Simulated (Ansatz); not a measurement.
# CuO (Cccm)

Theory: Ansatz, DFT r2SCAN, scalar-relativistic, plane waves, PAW.

Cutoff 500 eV; k points 14×14×8 on the computed 4-atom cell (Γ-centred); Gaussian smearing, width 0.10 eV; collinear spin from starting moments 0.69 0.69 0.36 0.36 μB.

The structure is relaxed at this level of theory with its symmetry kept. This form isn't the usual stable structure of the compound.

Space group Cccm (No. 66). a = 4.076 Å, b = 4.089 Å, c = 5.161 Å, α = 90.00°, β = 90.00°, γ = 90.00°
```json
{"atom": "Cu", "site": "4f", "symmetry": "..2/m", "x": "0.2500", "y": "0.2500", "z": "0.5000"}
{"atom": "O", "site": "4b", "symmetry": "222", "x": "0.5000", "y": "0.0000", "z": "0.7500"}
```

* Space group: Cccm (No. 66)
* Volume per atom: 10.75 Å³
* Formation energy from the elements' standard states (uncorrected): -0.742 eV/atom
* Generalised Kohn–Sham band gap: none (metal)
* Density of states at the Fermi level: 0.49 states/eV per cell
* Löwdin character within 0.5 eV of the Fermi level: Cu 3d 50 %, O 2p 44 %
* Bader charges (e): Cu (2 in the cell) 1.10, O (2 in the cell) -1.10
* Total moment: 1.88 μB per cell
* Site moments (μB; atoms counted from 1 over the whole cell): Cu (atom 1) 0.63, Cu (atom 2) 0.63, O (atom 3) 0.32, O (atom 4) 0.32

The state reached may not be the lowest one.

Only this magnetic start was tried.

Cost: 1 run of about 9 core-minutes, on Intel Xeon Processor @ 2.50GHz (Skylake/Cascade Lake) (shared hosts).